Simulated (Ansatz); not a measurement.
The system is MnSb.

```
Sb Mn
1.0
     4.15000    0.00000    0.00000
    -2.07500    3.59401    0.00000
     0.00000    0.00000    5.78000
Sb Mn
2 2
Direct
  0.66667 0.33333 0.75000
  0.33333 0.66667 0.25000
  0.00000 0.00000 0.50000
  0.00000 0.00000 0.00000
```

| Item | Value |
| --- | --- |
| Program | Ansatz 0.2.0 |
| Task | relaxation of cell and atoms |
| Functional | BLYP |
| Potentials or basis | Ansatz PAW |
| Cutoff | 420 eV (not typed: the program's choice for these potentials) |
| k mesh | 7 × 7 × 5 |
| Occupations | fermi-dirac, width 0.05 eV |
| Spin | collinear spin, ferromagnetic start |
| Starting moments | [0.0, 0.0, 4.0, 4.0] μB |

At the start: volume 21.55 Å³/atom.

Q: How do energy, volume and symmetry change on relaxing?

A: It ends after 4 steps and the volume is 22.03 Å³/atom (+2.2 %); space group P6_3/mmc (No. 194, to 0.05 Å); moment 6.68 μB per cell.

Step by step:
| step | energy change (eV) | largest force (eV/Å) | volume (Å³) |
| --- | --- | --- | --- |
| 1 | 0.0000 | 0.0000 | 86.21 |
| 2 | -0.0069 | 0.0000 | 88.69 |
| 3 | -0.0077 | 0.0000 | 88.10 |
| 4 | -0.0082 | 0.0000 | 88.10 |

Final structure:
```
CELL_PARAMETERS angstrom
4.19741 0.00000 0.00000
-2.09871 3.63507 0.00000
0.00000 0.00000 5.77410
ATOMIC_POSITIONS crystal
Sb 0.66667 0.33333 0.75000
Sb 0.33333 0.66667 0.25000
Mn 0.00000 0.00000 0.50000
Mn 0.00000 0.00000 0.00000
```

Caveat: the plane-wave basis is chosen anew once the cell has moved, so the energies of steps on either side of that aren't comparable; only a ferromagnetic start was run, and an antiferromagnetic order may lie lower in energy; the PAW data sets come from PBE, with cores solved anew for the run's functional, which leaves a small shift of forces and pressure.
